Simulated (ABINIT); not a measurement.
Write the native input for ABINIT 10.8.3 (patched build) that does the following.

```
Task                : single point
Functional          : PBE
Potentials or basis : JTH PAW PBE v2.0
Cutoff              : 707 eV
k mesh              : 11 × 11 × 11
Occupations         : fermi-dirac, width 0.05 eV
Spin                : collinear spin, ferromagnetic start
Starting moments    : [5.0, 0.0] μB
Fine-grid cutoff    : 1306.15 eV
```

Crystal: FeO.

```
CELL_PARAMETERS angstrom
0.00000 2.15540 2.15540
2.15540 0.00000 2.15540
2.15540 2.15540 0.00000
ATOMIC_POSITIONS crystal
Fe 0.00000 0.00000 0.00000
O 0.50000 0.50000 0.50000
```

The input as run:

run.abi

```
# Pseudopotentials
pp_dirpath "./"
pseudos "Fe.GGA_PBE-JTH.xml, O.GGA_PBE-JTH.xml"

# Structure
acell 3*1.0
rprim
     0.0000000000     4.0731159914     4.0731159914
     4.0731159914     0.0000000000     4.0731159914
     4.0731159914     4.0731159914     0.0000000000
ntypat 2
znucl 26 8
natom 2
typat 1 2
xred
     0.0000000000     0.0000000000     0.0000000000
     0.5000000000     0.5000000000     0.5000000000

# Plane-wave basis
ecut 707.496042 eV
pawecutdg 48.0
pawxcdev 0

# k points
kptopt 1
ngkpt 11 11 11
nshiftk 1
shiftk 0.0 0.0 0.0

# Exchange and correlation
ixc 11

# Bands and occupations
nband 16
occopt 3
tsmear 0.00183747

# Spin
nsppol 2
spinat
     0.0000000000     0.0000000000     5.0000000000
     0.0000000000     0.0000000000     0.0000000000

# SCF cycle
nstep 100
tolvrs 1.0e-9

# Output
iomode 3
prtwf 0
prtden 0
prteig 0
prtebands 0
enunit 2
```

Potentials or basis: JTH PAW PBE v2.0.

Command:

```bash
$ abinit run.abi > log 2>&1
```

Results of the run:

* Pressure: -0.8 GPa
* Band gap on the k mesh: none (metal or under the smearing width)
* Net moment: 4.00 μB per cell
* Site moments: Fe +3.59; O +0.29 μB
* Valence electrons inside the program's atomic spheres: Fe 14.13; O 4.53

Caveat: a cell with one magnetic atom can't hold antiferromagnetic order, which such compounds often take; semilocal functionals often make such compounds metallic where correlation or magnetic order opens a gap, which also shifts bond lengths.

It took 73 s on 1 thread of Arm Neoverse V2, with other jobs on the host, peak memory 0.15 GiB.
